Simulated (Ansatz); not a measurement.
## A series in volume per atom on AlAs

Results calculated with Ansatz 0.2.0, not measured. Periodic Kohn-Sham DFT of a crystal at fixed atoms; pressure and stress are positive in compression; the energy is the free energy less that of spherical unpolarised free atoms; site moments are those in the method's own spheres, positive along +z.

Cell of the first row (space group F-43m, No. 216):
```
cell vectors (Å)
   0.0000     2.7726     2.7726
   2.7726     0.0000     2.7726
   2.7726     2.7726     0.0000
atoms (fractions of the cell vectors)
Al  0.00000  0.00000  0.00000
As  0.75000  0.75000  0.75000
```

Settings of every row: method all-electron PAW; functional PBEsol; relativity scalar; k mesh 11x11x11; filling fermi-dirac; smearing width 0.05 eV; nucleus gaussian.

Atom start moment: 0 on all atoms.

| row | volume per atom (Å³) | pressure (GPa) |
| --- | --- | --- |
| 1 | 21.314 | 5.743 |
| 2 | 21.768 | 3.817 |
| 3 | 22.221 | ? |
| 4 | 22.448 | 1.279 |
| 5 | 22.675 | 0.517 |
| 6 | 22.902 | -0.205 |
| 7 | 23.128 | -0.892 |
| 8 | 23.582 | -2.161 |
| 9 | 24.035 | -3.303 |

Question: what pressure should row 3 give?

Worked fit of pressure. Take u = (V_r/V)^(2/3) − 1 with V_r = 22.788 Å³ an atom, which is twice the finite (Eulerian) strain; such expansions in the strain, on which the Birch-Murnaghan equation of state is built, carry the rest volume and the bulk modulus. The shown rows have u = 0.04559, 0.031, 0.01007, 0.00332, -0.00332, -0.00982, -0.02257, -0.03489. Least squares give pressure = 0.1521 + 109.02 × u + 291.82 × u² + 151 × u³ GPa; a parabola predicts inner rows, each left out in turn, worse (root mean square 0.0027 against 0.0015 GPa). The rows lie off it by 0.000, 0.000, -0.001, 0.000, 0.002, -0.002, 0.001, 0.000. The pressure vanishes at u = -0.0014, or V = 22.84 Å³ an atom, and there the bulk modulus at fixed shape and fractions is B = −V dP/dV = (2/3)(1 + u) dP/du = 72 GPa. The withheld row has u = 0.01694, so the fit gives 0.1521 + 109.02 × (0.01694) + 291.82 × (0.01694)² + 151 × (0.01694)³ = 2.083 GPa.

The calculation gave 2.081 GPa. The fit lies 0.002 GPa (0.022 % of the column's range) above it; its largest miss of a shown row is 0.002 GPa.
